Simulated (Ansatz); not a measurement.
The system is TePb.

```xyz
2
Lattice="0.0000 3.2310 3.2310 3.2310 0.0000 3.2310 3.2310 3.2310 0.0000" Properties=species:S:1:pos:R:3 pbc="T T T"
Pb    0.0000    0.0000    0.0000
Te    3.2310    3.2310    3.2310
```

Base run:

```yaml
Program: Ansatz 0.2.0
Functional: PBEsol
Potentials_or_basis: all-electron LAPW, scalar-relativistic
Cutoff: 179 eV
Density_cutoff: 715 eV
Basis_error_allowed: 0.001 eV/atom
k_mesh: 7 × 7 × 7
Occupations: fermi-dirac, width 0.05 eV
Spin: no spin polarisation
```

Its results: pressure -0.4 GPa.

Problem. After a change of settings the same cell gave: pressure 2.1 GPa. Which change was it?
A. functional from PBEsol to PBE
B. functional from PBEsol to RPBE; occupations from fermi-dirac, width 0.05 eV to gaussian, width 0.1 eV
C. functional from PBEsol to RPBE
D. functional from PBEsol to BLYP

Solution. A.

PBE binds less tightly than PBEsol, so the same cell stands under more pressure.

Not every run made on this cell is shown here.
